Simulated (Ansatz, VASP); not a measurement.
**Si2Ni: VASP beside Ansatz**

```
Si Ni
1.0
     0.00000    2.69409    2.69409
     2.69409    0.00000    2.69409
     2.69409    2.69409    0.00000
Si Ni
2 1
Direct
  0.25000 0.25000 0.25000
  0.75000 0.75000 0.75000
  0.00000 0.00000 0.00000
```

Alike in both runs: task single point; functional PBEsol; k mesh 12 × 12 × 12; occupations fermi-dirac, width 0.05 eV; no spin polarisation.

|  | VASP | Ansatz |
| --- | --- | --- |
| version | VASP 6.6.1 | Ansatz 0.2.0 |
| potentials or method | VASP PAW PBE potentials, release 64 (Si, Ni) | PAW with Ansatz's default frozen-core files, scalar-relativistic |
| plane-wave cutoff (eV) | 520 | 420 |
| valence electrons in the cell | 18 | 26 |

```tsv
	VASP	Ansatz	Ansatz less VASP
pressure (GPa)	0.2	0.0	-0.15
```

The two sets of potentials don't hold the same shells in valence. Ansatz warned: «optics_on_partly_filled_bands».

Caveats: the PAW data sets were made with another functional, which shifts forces and pressure a little (VASP). Spin polarisation is off, so any magnetic state and its effect on volume and gap are missing.
